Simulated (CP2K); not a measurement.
# Au in CP2K: the effect of functional

Crystal: Au.

```
Au
1.0
     2.87047    0.00000    0.00000
    -0.95682    2.70631    0.00000
    -0.95682   -1.35315    2.34373
Au
1
Direct
  0.00000 0.00000 0.00000
```

This isn't the form of Au at room conditions, which is fcc.

Alike in all runs:

| Quantity | Value |
| --- | --- |
| Program | CP2K 2026.2 |
| Task | atomic charges |
| Potentials or basis | POTENTIAL_UZH Au GTH-PBE-q11; TZVP-MOLOPT-PBE-GTH basis |
| Density cutoff | 9524 eV |
| k mesh | 11 × 11 × 11 |
| Occupations | fermi-dirac, width 0.05 eV |
| Spin | no spin polarisation |

```csv
functional,pressure (GPa)
PBE,3.0
LDA,-6.2
PBEsol,?
vdW-DF2,21.3
BLYP,14.3
WC,-2.4
M06-L,-4.8
```

Q: What does the run with functional PBEsol give?

A: Pressure -3.9 GPa.

Caveats: the basis of atomic orbitals isn't converged, which shifts pressures, moduli and gaps; the potentials were made for another functional, which shifts forces and pressure (some runs).
